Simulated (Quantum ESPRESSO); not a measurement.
The system is Pb.

```
CELL_PARAMETERS angstrom
0.00000 2.47502 2.47502
2.47502 0.00000 2.47502
2.47502 2.47502 0.00000
ATOMIC_POSITIONS crystal
Pb 0.00000 0.00000 0.00000
```

Base run:

* Program: Quantum ESPRESSO 7.5
* Functional: OLYP
* Potentials or basis: PseudoDojo 0.4.1 SR PBE standard
* Cutoff: 762 eV
* Density cutoff: 3048 eV
* k mesh: 9 × 9 × 9
* Occupations: fermi-dirac, width 0.05 eV
* Spin: no spin polarisation

Its results: band gap on the k mesh none (metal or under the smearing width); pressure 2.9 GPa.

Q: The run is repeated on the same cell with these changes: functional from OLYP to AM05. What comes out?

A: Band gap on the k mesh none (metal or under the smearing width); pressure -0.3 GPa.

AM05 binds more tightly than OLYP, so the same cell stands under less pressure.

Caveats: the potentials were made for another functional, which shifts forces and pressure; spin-orbit coupling is left out, which moves the levels of the heavy elements.
